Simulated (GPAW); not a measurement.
## CaF2 (Fluorite): single point with PBE

The system is CaF2 (Fluorite).

```
CELL_PARAMETERS angstrom
0.00000 2.73100 2.73100
2.73100 0.00000 2.73100
2.73100 2.73100 0.00000
ATOMIC_POSITIONS crystal
Ca 0.00000 0.00000 0.00000
F 0.75000 0.75000 0.75000
F 0.25000 0.25000 0.25000
```

```
Program             : GPAW 26.7.0
Task                : single point
Functional          : PBE
Potentials or basis : GPAW PAW data sets (gpaw-data 1.2.1)
Cutoff              : 600 eV
Basis               : pw
k mesh              : 7 × 7 × 7
Occupations         : fermi-dirac, width 0.05 eV
Spin                : no spin polarisation
```

```
Pressure               : 2.4 GPa
Band gap on the k mesh : 7.31 eV, indirect (least direct gap 7.54 eV)
```

Levels at points of the mesh, in eV from the valence-band top:
```tsv
k point	band 9	band 10	band 11	band 12	band 13	band 14	band 15	band 16
(0.00, 0.00, 0.00)	-2.07	-0.23	-0.23	-0.23	7.31	9.17	9.17	11.19
```

It took 9.4 s on 1 thread of INTEL(R) XEON(R) PLATINUM 8581C CPU @ 2.30GHz (Emerald Rapids), on a shared host, peak memory 0.15 GiB.

Caveat: the cutoff is short for stress and forces, so pressures can be off by a GPa or more; an odd mesh through Γ misses points on the zone boundary, where band edges often lie.
